## Question

I am looking at these results for zinc-blende CdTe, squeezed and stretched evenly in all directions. The shortest distance is the Cd–Te bond length.

Zinc-blende CdTe in Ansatz 0.2.0, r2SCAN with spin-orbit coupling, plane waves and PAW; two-atom cell with all edges strained equally, from −4 % to +4 %. Wave cutoff 500 eV, 6×6×6 k mesh, Fermi–Dirac smearing of width 0.02 eV. Gaps are the least found over the mesh, the named k points and the paths between them.

```tsv
volume (Å³/atom)	shortest distance (Å)	band gap (eV)	least direct gap (eV)
31.219	2.727	1.294	1.294
32.205	2.755	1.193	1.193
33.211	2.784	1.094	1.094
34.238	2.812	0.996	0.996
35.286	2.841	0.901	0.901
36.355	2.869	0.807	0.807
37.446	2.897	0.715	0.715
38.558	2.926	0.626	0.626
39.692	2.954	0.539	0.539
```

1. Which cell has the widest gap, and how strongly does the gap respond?
2. Why does it respond in that direction?
3. Can one number carry the whole series?
4. I control pressure, not volume. Is there one number for that too?
5. Which digits can I trust?
6. I recall a measured gap of roughly 1.5 eV. Would a better lattice constant, or switching off spin-orbit coupling, bring the calculation there?
7. Would silicon behave the same way?

## Answer

### 1. The widest gap

The most compressed cell has it: 1.294 eV at 31.219 Å³ per atom. The gap then falls at every step, down to 0.539 eV in the most stretched cell. The bonds grow by only about 8 % on the way, yet more than half of the gap is lost. In every row the band gap equals the least direct gap, so the crystal can absorb light across its smallest gap without help from a lattice vibration.

### 2. Why stretching closes the gap

Both edges of the gap come from orbitals on neighbouring atoms that couple to each other. Coupling pushes two levels apart: the bonding one goes down, the antibonding one up. In CdTe the lowest empty level is an antibonding mixture of Cd s and Te s orbitals, while the highest filled level is mainly a bonding Te p level. Longer bonds weaken the coupling, so the antibonding level sinks relative to the bonding one, and the gap narrows.

The simplest version treats each edge as one of two coupled levels:

$$E_c=\bar E_s+\sqrt{(\Delta_s/2)^2+W_s^2},\qquad E_v=\bar E_p-\sqrt{(\Delta_p/2)^2+W_p^2}$$

Here $E_c$ and $E_v$ are the conduction and valence edges, $\bar E$ is the mean of the two atomic levels, $\Delta$ their separation and $W$ their coupling, which falls roughly as one over the bond length squared. As $W$ shrinks, both square roots shrink and the edges approach each other. The model leaves out the filled Cd d levels. They push the valence top up, and this push also weakens on stretching, which should offset part of the narrowing.

With rough atomic levels put in, this model gives the right sign and order of magnitude for the response to volume. The gap itself comes out near 4 eV, far too wide. That is understandable: the gap is a small difference between large level energies, each uncertain by an electronvolt or more, while the response depends mainly on how the couplings change. The orbital picture is thus standard theory that agrees with the trend; the gaps alone do not reveal which orbitals are involved.

The separate band edges of these runs do not settle that either. Both fall as the crystal expands, but they are measured from an internal zero of energy that moves with the volume. Only their difference, the gap, can be compared between cells.

### 3. One number for volume

To a good approximation, yes. The useful number is the deformation potential $a$, the change of the gap $E_g$ per unit change of the logarithm of the volume $V$. The two cells on either side of the unstrained one, 35.286 Å³ per atom, give

$$a=\frac{0.807-0.996}{\ln(36.355/34.238)}\approx-3.15\ \text{eV}$$

In everyday terms, 1 % more volume costs about 0.03 eV of gap.

Now apply it to the most stretched cell, which played no part in finding this slope. The logarithm of 39.692/35.286 is 0.118, so the gap should fall by 3.15 × 0.118 ≈ 0.37 eV, from 0.901 to about 0.53 eV. The table has 0.539 eV. The estimate is slightly low because the response itself weakens as the crystal expands, by about 8 % between the first step and the last. The coupling picture gives the right direction, since a coupling that has already become small has less left to lose, but its simple distance law would make the weakening clearly larger.

The printed output after this text also shows two straight-line fits to all nine rows, one against $\ln V$ and one against $V^{-2/3}$, which is proportional to one over the bond length squared. Both miss by about 5 meV at worst, which is well above the rounding of the gaps. Neither law is exact: plotted against $\ln V$, the gaps follow a slight bend, but a weaker one than the second law requires.

### 4. One number for pressure

Only near the unstrained cell. There the gap widens by about 79 meV per GPa, so an extra 0.1 GPa adds about 8 meV. Over the series, however, this figure rises from 51 meV per GPa in the first step to 126 in the last.

The electronic response is hardly to blame, since per unit of $\ln V$ it changes little. What changes is the stiffness. With the bulk modulus $B=-dP/d\ln V$, where $P$ is the pressure,

$$\frac{dE_g}{dP}=-\frac{a}{B}$$

The calculated $B$ drops from 64 to 24 GPa between the first and last steps. The same change of pressure therefore moves the atoms much further in the stretched crystal, and the gap follows the atoms. For a calibration over a wide range, convert pressure to volume first and then use the deformation potential.

Both ends of the series need a caution. The four largest cells have clearly negative pressures: they describe a crystal pulled outwards from all sides, which a press cannot do. At the other end, real CdTe leaves the zinc-blende structure at roughly 3.5 GPa, a recalled value, while the two smallest cells are at 6.5 and 4.5 GPa. Their gaps belong to a crystal that would tend to transform.

### 5. Which digits count

The third decimal of the gap should be useful for comparing neighbouring rows: all cells were treated alike, so errors from the wave cutoff and k mesh should largely cancel. No run with tighter settings tests that here. Rounding alone can shift the slope of a single step by up to 0.03 eV per unit of $\ln V$. The weakening over the whole series, from 3.25 to 3.00 eV, is well above that; the uneven differences between adjacent printed slopes are not. The runs report the gaps to more digits, and slopes taken from those weaken smoothly at every step, so the unevenness is rounding.

Take slopes from the volume, not from the printed bond length. The bond length grows by 0.028 or 0.029 Å from row to row, and that flicker is only rounding. As a prediction of the real gap, by contrast, even the first decimal is unreliable, as the next answer shows.

### 6. Getting to 1.5 eV

A better lattice constant would help only a little. The unstrained cell has a cubic edge of 6.56 Å, against a measured value of roughly 6.5 Å. Shrinking it to 6.5 Å would add about 0.09 eV to the gap, but the shortfall is about 0.6 eV. Even the most compressed cell remains 0.2 eV below the recalled measurement. That 1.5 eV is a room-temperature value. These runs have motionless atoms, so the fairer target is the low-temperature gap, roughly 1.6 eV as recalled, which makes the shortfall larger still.

Switching off spin-orbit coupling would widen the calculated gap, but for the wrong reason. This coupling splits the Te p levels at the valence top and raises the upper group by a third of the splitting. With a splitting of roughly 0.9 eV, leaving it out would add about 0.3 eV. The number would look better because a real effect had been removed.

The larger part of the shortfall is best assigned to r2SCAN, since functionals of this kind are known to give band gaps that are too small. The volume trend is a safer result than the gap itself, because the part of the error that is similar in all cells cancels in differences. The error is not expected to be fully constant, though: semilocal functionals tend to give a deformation potential of a direct gap that is somewhat too small in size. To find out how completely it cancels here, you would need a higher level of theory at two or more of these volumes.

### 7. Silicon

No. Silicon's gap narrows slightly under pressure, whereas that of CdTe widens. The edge of its gap is a different kind of level. Silicon's lowest empty states lie near the edge of the Brillouin zone, towards the point X, and are expected to mix s, p and d character, with much of their weight in the space between the atoms, so the two-level s–s picture does not describe them. They do not rise with compression as the s-type antibonding level at the zone centre does.

For a neighbouring material, therefore, ask first where its lowest empty level lies and what it is made of. If it is an s-type antibonding level at the zone centre, as in GaAs or zinc-blende CdSe, expect the gap to widen on compression, as in this table. If it lies near X, the response of CdTe is a poor guide even to the sign.

The analysis program printed:

```
Slopes over the step from the row before:
     row  pressure_GPa  gap_per_lnV_eV  bulk_modulus_GPa  gap_per_pressure_meV_per_GPa
  31.219         6.485             n/a               n/a                           n/a
  32.205         4.492          -3.248             64.08                         50.69
  33.211         2.763          -3.219             56.22                         57.25
  34.238         1.265          -3.218             49.16                         65.45
  35.286      -0.02744          -3.151             42.88                         73.49
  36.355         -1.14           -3.15             37.28                         84.49
  37.446        -2.094          -3.111             32.25                         96.47
  38.558        -2.907          -3.041              27.8                         109.4
  39.692        -3.597          -3.001              23.8                         126.1
fit of band_gap on 9 rows: constant 0.9041 +/- 0.0012, coefficient of lnv -3.148 +/- 0.015; rms 0.00305, worst 39.692 -0.00535, leave-one-out rms 0.00438
fit of band_gap on 9 rows: constant -3.813 +/- 0.019, coefficient of hop 4.711 +/- 0.019; rms 0.00256, worst 31.219 0.00451, leave-one-out rms 0.00367
Fall of the gap from smallest to largest cell, eV: 0.755
Growth of the volume over the series, percent: 27.14
Growth of the bond length over the series, percent: 8.324
Gap change per unit ln V about the unstrained cell, eV: -3.15
Bulk modulus about the unstrained cell, GPa: 40.09
Gap change per pressure about the unstrained cell, meV per GPa: 78.57
Ratio of gap slopes per ln V, first step to last: 1.082
Ratio of bulk moduli, first step to last: 2.693
Ratio of gap slopes per pressure, last step to first: 2.488
Largest rounding error of a one-step slope per ln V, eV: 0.03351
Cubic edge of the unstrained cell, angstrom: 6.56
Gap gained if the edge were the rough measured 6.5 angstrom, eV: 0.08664
Shortfall of the unstrained cell against a rough 1.5 eV, eV: 0.599
Shortfall of the smallest cell against a rough 1.5 eV, eV: 0.206
Fall of the printed valence top from 31.219 to 38.558, eV: 2.958
Fall of the printed conduction edge from 31.219 to 38.558, eV: 3.626
Two-level estimate of the gap change per unit ln V, eV: -3.513
Two-level estimate of the gap itself, eV: 4.02
```
